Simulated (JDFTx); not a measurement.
# InP (F-43m) in JDFTx: a series of runs

Runs on InP. Level: r2SCAN. Tasks: equation of state.

All numbers are computed with JDFTx 1.7.0 (patched build); they aren't measurements. Logs are shortened: lines on timing, memory, paths and dates and some standing lists are left out, and cuts for length are marked. The log counts tension as positive stress, the text compression.

**The experiment to reproduce.**

A printed reference work, data compilation reports, for a bulk crystal of InP: bulk modulus 71 GPa.

The runs below are set against these values where they give the same quantity.

### Step 1. The structure

The structure is cubic, space group F-43m (No. 216). The conventional cell has a = 5.861 Å, b = 5.861 Å, c = 5.861 Å, α = 90.00°, β = 90.00°, γ = 90.00°. Around In (site symmetry -43m) lie 4 P at 2.54 Å. P (site symmetry -43m) has 4 In at 2.54 Å as nearest neighbours.

### Step 2. Equation of state, r2SCAN, 23.66 Å³/atom (volume scaled by 0.94)

File InP.in:

```
lattice \
    0.0000000000     2.8706770916     2.8706770916 \
    2.8706770916     0.0000000000     2.8706770916 \
    2.8706770916     2.8706770916     0.0000000000
latt-scale 1.889726124626 1.889726124626 1.889726124626
coords-type Lattice
ion In     0.0000000000     0.0000000000     0.0000000000 1
ion P      0.7500000000     0.7500000000     0.7500000000 1

ion-species pseudo/In.upf
ion-species pseudo/P.upf
elec-cutoff 40 320
elec-ex-corr mgga-x-r2scan mgga-c-r2scan
kpoint-folding 6 6 6
elec-smearing Fermi 0.0018374661
elec-n-bands 15
electronic-SCF nIterations 100 energyDiffThreshold 1e-09
electronic-minimize nIterations 30 energyDiffThreshold 1e-7
forces-output-coords Cartesian

dump-name run.$VAR
dump End Ecomponents EigStats BandEigs Kpoints Forces Stress ElecDensity KEdensity
```

Potentials or basis: SG15-PBE-1.2 with smoothed tails.

On the command line:

```console
jdftx -c 1 -i InP.in -o InP.out
```

The log of the run:

```text
*************** JDFTx 1.7.0 (patched build) ***************

Input parsed successfully to the following command list (including defaults):
[... the input with its defaults ...]

---------- Setting up symmetries ----------

Found 48 point-group symmetries of the bravais lattice
Found 24 space-group symmetries with basis
Applied RMS atom displacement 0 bohrs to make symmetries exact.

---------- Initializing the Grid ----------
R =
[            0      5.42479      5.42479  ]
[      5.42479            0      5.42479  ]
[      5.42479      5.42479            0  ]
unit cell volume = 319.286
G =
[  -0.579117   0.579117   0.579117  ]
[   0.579117  -0.579117   0.579117  ]
[   0.579117   0.579117  -0.579117  ]
Minimum fftbox size, Smin = [  64  64  64  ]
Chosen fftbox size, S = [  64  64  64  ]

---------- Initializing tighter grid for wavefunction operations ----------
R =
[            0      5.42479      5.42479  ]
[      5.42479            0      5.42479  ]
[      5.42479      5.42479            0  ]
unit cell volume = 319.286
G =
[  -0.579117   0.579117   0.579117  ]
[   0.579117  -0.579117   0.579117  ]
[   0.579117   0.579117  -0.579117  ]
Minimum fftbox size, Smin = [  44  44  44  ]
Chosen fftbox size, S = [  48  48  48  ]

---------- Exchange Correlation functional ----------
Initialized LibXC exchange functional 'Re-regularized SCAN exchange by Furness et al'
Initialized LibXC correlation functional 'Re-regularized SCAN correlation by Furness et al'

---------- Setting up pseudopotentials ----------
Width of ionic core gaussian charges (only for fluid interactions / plotting) set to 0

Reading pseudopotential file 'pseudo/In.upf':
  'In' pseudopotential, 'PBE' functional
  Generated using ONCVPSP code by D. R. Hamann
  13 valence electrons, 0 orbitals, 6 projectors, 602 radial grid points, with lMax = 2
  Core radius for overlap checks: 2.64 bohrs.

Reading pseudopotential file 'pseudo/P.upf':
  'P' pseudopotential, 'PBE' functional
  Generated using ONCVPSP code by D. R. Hamann
  5 valence electrons, 0 orbitals, 4 projectors, 602 radial grid points, with lMax = 1
  Core radius for overlap checks: 1.79 bohrs.

Initialized 2 species with 2 total atoms.

Folded 1 k-points by 6x6x6 to 216 k-points.

---------- Setting up k-points, bands, fillings ----------
Adding inversion symmetry to k-mesh for non-inversion-symmetric unit cell.
Reduced to 16 k-points under symmetry.
Computing the number of bands and number of electrons
Calculating initial fillings.
nElectrons:  18.000000   nBands: 15   nStates: 16

----- Setting up reduced wavefunction bases (one per k-point) -----
average nbasis = 3861.245 , ideal nbasis = 3858.012

---------- Setting up ewald sum ----------
Optimum gaussian width for ewald sums = 2.463847 bohr.
Real space sum over 1331 unit cells with max indices [  5  5  5  ]
Reciprocal space sum over 2197 terms with max indices [  6  6  6  ]

---------- Allocating electronic variables ----------
Initializing wave functions:  (No orbitals for LCAO)  bandwidth-limited random numbers

Setting the auxilliary hamiltonian equal to the subspace hamiltonian.

-------- Electronic minimization -----------
Will mix electronic and kinetic density at each iteration.
	FillingsUpdate:  mu: +0.816015416  nElectrons: 18.000000
	FillingsUpdate:  mu: -0.618552857  nElectrons: 18.000000
SCF: Cycle:  0   F: -46.615701438235575   dF: -1.059e+01   |Residual|: 4.345e+00   |deigs|: 1.198e+00
	FillingsUpdate:  mu: -0.160882553  nElectrons: 18.000000
SCF: Cycle:  1   F: -51.004566084918984   dF: -4.389e+00   |Residual|: 9.413e+00   |deigs|: 2.155e-01
	FillingsUpdate:  mu: -0.356862754  nElectrons: 18.000000
SCF: Cycle:  2   F: -45.481713652310610   dF: +5.523e+00   |Residual|: 1.384e+01   |deigs|: 3.356e-01
	FillingsUpdate:  mu: +0.188857091  nElectrons: 18.000000
SCF: Cycle:  3   F: -58.270136480163764   dF: -1.279e+01   |Residual|: 2.783e+00   |deigs|: 1.129e+00
	FillingsUpdate:  mu: +0.292150912  nElectrons: 18.000000
SCF: Cycle:  4   F: -57.933727708858378   dF: +3.364e-01   |Residual|: 2.180e+00   |deigs|: 2.152e-01
	FillingsUpdate:  mu: +0.296815351  nElectrons: 18.000000
SCF: Cycle:  5   F: -58.387261799941228   dF: -4.535e-01   |Residual|: 1.182e+00   |deigs|: 8.746e-02
	FillingsUpdate:  mu: +0.329056952  nElectrons: 18.000000
SCF: Cycle:  6   F: -58.491997833200593   dF: -1.047e-01   |Residual|: 4.273e-01   |deigs|: 2.043e-02
	FillingsUpdate:  mu: +0.325157876  nElectrons: 18.000000
SCF: Cycle:  7   F: -58.511873731772631   dF: -1.988e-02   |Residual|: 2.670e-01   |deigs|: 3.273e-02
	FillingsUpdate:  mu: +0.327932873  nElectrons: 18.000000
SCF: Cycle:  8   F: -58.511667371877621   dF: +2.064e-04   |Residual|: 1.502e-01   |deigs|: 4.285e-03
	FillingsUpdate:  mu: +0.326532534  nElectrons: 18.000000
SCF: Cycle:  9   F: -58.512170198779806   dF: -5.028e-04   |Residual|: 3.485e-02   |deigs|: 4.530e-03
	FillingsUpdate:  mu: +0.326533520  nElectrons: 18.000000
SCF: Cycle: 10   F: -58.512213574056489   dF: -4.338e-05   |Residual|: 4.132e-02   |deigs|: 1.579e-03
	FillingsUpdate:  mu: +0.325761232  nElectrons: 18.000000
SCF: Cycle: 11   F: -58.512234044568501   dF: -2.047e-05   |Residual|: 5.512e-03   |deigs|: 1.754e-03
	FillingsUpdate:  mu: +0.325674026  nElectrons: 18.000000
SCF: Cycle: 12   F: -58.512235206487880   dF: -1.162e-06   |Residual|: 3.271e-03   |deigs|: 9.330e-05
	FillingsUpdate:  mu: +0.325650372  nElectrons: 18.000000
SCF: Cycle: 13   F: -58.512235765438362   dF: -5.590e-07   |Residual|: 6.031e-04   |deigs|: 1.317e-04
	FillingsUpdate:  mu: +0.325637179  nElectrons: 18.000000
SCF: Cycle: 14   F: -58.512235908437709   dF: -1.430e-07   |Residual|: 1.042e-04   |deigs|: 4.229e-05
	FillingsUpdate:  mu: +0.325631404  nElectrons: 18.000000
SCF: Cycle: 15   F: -58.512236047735954   dF: -1.393e-07   |Residual|: 1.391e-04   |deigs|: 1.162e-04
	FillingsUpdate:  mu: +0.325629042  nElectrons: 18.000000
SCF: Cycle: 16   F: -58.512236083747759   dF: -3.601e-08   |Residual|: 5.115e-05   |deigs|: 1.152e-04
	FillingsUpdate:  mu: +0.325626671  nElectrons: 18.000000
SCF: Cycle: 17   F: -58.512236113437083   dF: -2.969e-08   |Residual|: 5.515e-05   |deigs|: 2.743e-04
	FillingsUpdate:  mu: +0.325627271  nElectrons: 18.000000
SCF: Cycle: 18   F: -58.512236119249820   dF: -5.813e-09   |Residual|: 1.868e-05   |deigs|: 2.061e-04
	FillingsUpdate:  mu: +0.325627349  nElectrons: 18.000000
SCF: Cycle: 19   F: -58.512236124118296   dF: -4.868e-09   |Residual|: 2.725e-05   |deigs|: 3.822e-04
	FillingsUpdate:  mu: +0.325627293  nElectrons: 18.000000
SCF: Cycle: 20   F: -58.512236125272366   dF: -1.154e-09   |Residual|: 9.443e-06   |deigs|: 1.489e-04
	FillingsUpdate:  mu: +0.325627411  nElectrons: 18.000000
SCF: Cycle: 21   F: -58.512236126080154   dF: -8.078e-10   |Residual|: 4.851e-06   |deigs|: 1.575e-04
	FillingsUpdate:  mu: +0.325627406  nElectrons: 18.000000
SCF: Cycle: 22   F: -58.512236126290681   dF: -2.105e-10   |Residual|: 1.561e-06   |deigs|: 6.808e-05
SCF: Converged (|Delta E|<1.000000e-09 for 2 iters).

Setting wave functions to eigenvectors of Hamiltonian

# Stress tensor in Cartesian coordinates [Eh/a0^3]:
[  -0.00017903            0            0  ]
[            0  -0.00017903            0  ]
[            0            0  -0.00017903  ]

# Ionic positions in lattice coordinates:
ion In   0.000000000000000   0.000000000000000   0.000000000000000 1
ion P   0.750000000000000   0.750000000000000   0.750000000000000 1

# Forces in Cartesian coordinates:
force In  -0.000000000000000  -0.000000000000000   0.000000000000000 1
force P  -0.000000000000000   0.000000000000000  -0.000000000000000 1

# Energy components:
   Eewald =      -45.7950574216016193
       EH =       14.5925660781027879
     Eloc =      -43.9420217211840836
      Enl =      -10.1353377023642324
      Exc =       -8.3279400219919495
       KE =       35.0955546721776628
-------------------------------------
     Etot =      -58.5122361168614376
       TS =        0.0000000094292423
-------------------------------------
        F =      -58.5122361262906807

IonicMinimize: Iter:   0  F: -58.512236126290681  |grad|_K:  1.470e-35
IonicMinimize: Converged (|grad|_K<1.000000e-04).

Dumping 'run.eigStats' ...
	eMin: -0.232540 at state 12 ( [ +0.000000 +0.500000 +0.500000 ] spin 0 )
	HOMO: +0.303946 at state 0 ( [ +0.000000 +0.000000 +0.000000 ] spin 0 )
	mu  : +0.325627
	LUMO: +0.345284 at state 0 ( [ +0.000000 +0.000000 +0.000000 ] spin 0 )
	eMax: +0.750702 at state 14 ( [ +0.166667 +0.333333 -0.333333 ] spin 0 )
	HOMO-LUMO gap: +0.041338
	Optical gap  : +0.041338 at state 0 ( [ +0.000000 +0.000000 +0.000000 ] spin 0 )
Done!
[note: mu as printed may lie anywhere between the filled and the empty levels]
```

Run time: 4.5 min. Hardware: 1 thread of Arm Neoverse V2, shared host; peak memory 0.19 GiB.

Results:

| Item | Value |
| --- | --- |
| Free energy | -1592.1991 eV |
| Pressure | 5.3 GPa |
| Band gap on the k mesh | 1.12 eV, direct |

Caveat: the potentials were made for another functional, which shifts forces and pressure; spin-orbit coupling is left out, which moves the levels of the heavy elements.

### Step 3. Equation of state, r2SCAN, 24.16 Å³/atom (volume scaled by 0.96)

Edit InP.in of step 2 so:

```diff
@@ -1,5 +1,5 @@
 lattice \
-    0.0000000000     2.8706770916     2.8706770916 \
-    2.8706770916     0.0000000000     2.8706770916 \
-    2.8706770916     2.8706770916     0.0000000000
+    0.0000000000     2.8908937935     2.8908937935 \
+    2.8908937935     0.0000000000     2.8908937935 \
+    2.8908937935     2.8908937935     0.0000000000
 latt-scale 1.889726124626 1.889726124626 1.889726124626
@@ -21,2 +21,2 @@
 dump-name run.$VAR
-dump End Ecomponents EigStats BandEigs Kpoints Forces Stress ElecDensity KEdensity
+dump End Ecomponents EigStats BandEigs Kpoints Forces Stress
```

Potentials or basis: SG15-PBE-1.2 with smoothed tails.

On the command line:

```console
jdftx -c 1 -i InP.in -o InP.out
```

Wall time 4.4 min (1 thread of Arm Neoverse V2, shared host); peak memory 0.2 GiB.

The run converged. Its results:

| Property | Result |
| --- | --- |
| Free energy | -1592.2263 eV |
| Pressure | 3.4 GPa |
| Band gap on the k mesh | 1.00 eV, direct |

Caveat: the potentials were made for another functional, which shifts forces and pressure; spin-orbit coupling is left out, which moves the levels of the heavy elements.

### Step 4. Equation of state, r2SCAN, 24.66 Å³/atom (volume scaled by 0.98)

Edit InP.in of step 3 so:

```diff
@@ -1,5 +1,5 @@
 lattice \
-    0.0000000000     2.8908937935     2.8908937935 \
-    2.8908937935     0.0000000000     2.8908937935 \
-    2.8908937935     2.8908937935     0.0000000000
+    0.0000000000     2.9108316221     2.9108316221 \
+    2.9108316221     0.0000000000     2.9108316221 \
+    2.9108316221     2.9108316221     0.0000000000
 latt-scale 1.889726124626 1.889726124626 1.889726124626
```

On the command line:

```console
jdftx -c 1 -i InP.in -o InP.out
```

Wall time 5.1 min (1 thread of Arm Neoverse V2, shared host); peak memory 0.2 GiB.

Results (log left out):

| Item | Value |
| --- | --- |
| Free energy | -1592.2425 eV |
| Pressure | 1.8 GPa |
| Band gap on the k mesh | 0.88 eV, direct |

Caveat: the potentials were made for another functional, which shifts forces and pressure; spin-orbit coupling is left out, which moves the levels of the heavy elements.

### Step 5. Equation of state, r2SCAN, 25.17 Å³/atom

Edit InP.in of step 4 so:

```diff
@@ -1,5 +1,5 @@
 lattice \
-    0.0000000000     2.9108316221     2.9108316221 \
-    2.9108316221     0.0000000000     2.9108316221 \
-    2.9108316221     2.9108316221     0.0000000000
+    0.0000000000     2.9305000000     2.9305000000 \
+    2.9305000000     0.0000000000     2.9305000000 \
+    2.9305000000     2.9305000000     0.0000000000
 latt-scale 1.889726124626 1.889726124626 1.889726124626
```

On the command line:

```console
jdftx -c 1 -i InP.in -o InP.out
```

It took 4.5 min on 1 thread of Arm Neoverse V2, shared host; peak memory 0.2 GiB.

It converged, with:

- Free energy: -1592.2489 eV
- Pressure: 0.3 GPa
- Band gap on the k mesh: 0.76 eV, direct

Caveat: the potentials were made for another functional, which shifts forces and pressure; spin-orbit coupling is left out, which moves the levels of the heavy elements.

### Step 6. Equation of state, r2SCAN, 25.67 Å³/atom (volume scaled by 1.02)

Edit InP.in of step 5 so:

```diff
@@ -1,5 +1,5 @@
 lattice \
-    0.0000000000     2.9305000000     2.9305000000 \
-    2.9305000000     0.0000000000     2.9305000000 \
-    2.9305000000     2.9305000000     0.0000000000
+    0.0000000000     2.9499078504     2.9499078504 \
+    2.9499078504     0.0000000000     2.9499078504 \
+    2.9499078504     2.9499078504     0.0000000000
 latt-scale 1.889726124626 1.889726124626 1.889726124626
```

Potentials or basis: SG15-PBE-1.2 with smoothed tails.

On the command line:

```console
jdftx -c 1 -i InP.in -o InP.out
```

Run time: 4.8 min. Hardware: 1 thread of Arm Neoverse V2, shared host; peak memory 0.2 GiB.

It converged, with:

* Free energy: -1592.2465 eV
* Pressure: -1.0 GPa
* Band gap on the k mesh: 0.64 eV, direct

Caveat: the potentials were made for another functional, which shifts forces and pressure; spin-orbit coupling is left out, which moves the levels of the heavy elements.

### Step 7. Equation of state, r2SCAN, 26.17 Å³/atom (volume scaled by 1.04)

Edit InP.in of step 6 so:

```diff
@@ -1,5 +1,5 @@
 lattice \
-    0.0000000000     2.9499078504     2.9499078504 \
-    2.9499078504     0.0000000000     2.9499078504 \
-    2.9499078504     2.9499078504     0.0000000000
+    0.0000000000     2.9690636329     2.9690636329 \
+    2.9690636329     0.0000000000     2.9690636329 \
+    2.9690636329     2.9690636329     0.0000000000
 latt-scale 1.889726124626 1.889726124626 1.889726124626
```

On the command line:

```console
jdftx -c 1 -i InP.in -o InP.out
```

It took 4.9 min on 1 thread of Arm Neoverse V2, shared host; peak memory 0.2 GiB.

The run converged. Its results:

| Quantity | Value |
| --- | --- |
| Free energy | -1592.2361 eV |
| Pressure | -2.2 GPa |
| Band gap on the k mesh | 0.53 eV, direct |

Caveat: the potentials were made for another functional, which shifts forces and pressure; spin-orbit coupling is left out, which moves the levels of the heavy elements.

### Step 8. Equation of state, r2SCAN, 26.68 Å³/atom (volume scaled by 1.06)

Edit InP.in of step 7 so:

```diff
@@ -1,5 +1,5 @@
 lattice \
-    0.0000000000     2.9690636329     2.9690636329 \
-    2.9690636329     0.0000000000     2.9690636329 \
-    2.9690636329     2.9690636329     0.0000000000
+    0.0000000000     2.9879753761     2.9879753761 \
+    2.9879753761     0.0000000000     2.9879753761 \
+    2.9879753761     2.9879753761     0.0000000000
 latt-scale 1.889726124626 1.889726124626 1.889726124626
```

On the command line:

```console
jdftx -c 1 -i InP.in -o InP.out
```

Wall time 5.1 min (1 thread of Arm Neoverse V2, shared host); peak memory 0.25 GiB.

The run converged. Its results:

```
Free energy            : -1592.2191 eV
Pressure               : -3.3 GPa
Band gap on the k mesh : 0.42 eV, direct
```

Caveat: the potentials were made for another functional, which shifts forces and pressure; spin-orbit coupling is left out, which moves the levels of the heavy elements.

### Step 9. Equation of state, r2SCAN

Potentials or basis: SG15-PBE-1.2 with smoothed tails.

This step only gathers the single runs of the series.

Results:

```yaml
Equilibrium_volume: 25.27 Å³/atom
Bulk_modulus: 68 GPa
Pressure_derivative_of_the_bulk_modulus: 4.9
```

Energy against volume, from the lowest point:
```tsv
volume (Å³/atom)	energy (meV/atom)
23.657	24.91
24.160	11.30
24.663	3.19
25.167	0.00
25.670	1.22
26.173	6.37
26.677	14.91
```

Caveat: the potentials were made for another functional, which shifts forces and pressure.

### Step 10. Against experiment

Step 9. A measured bulk modulus of InP is 71 GPa (a printed reference work, data compilation); the calculated 68 GPa misses it by -3.8 %. The fit is for a static lattice scaled at fixed shape and fixed fractional positions.
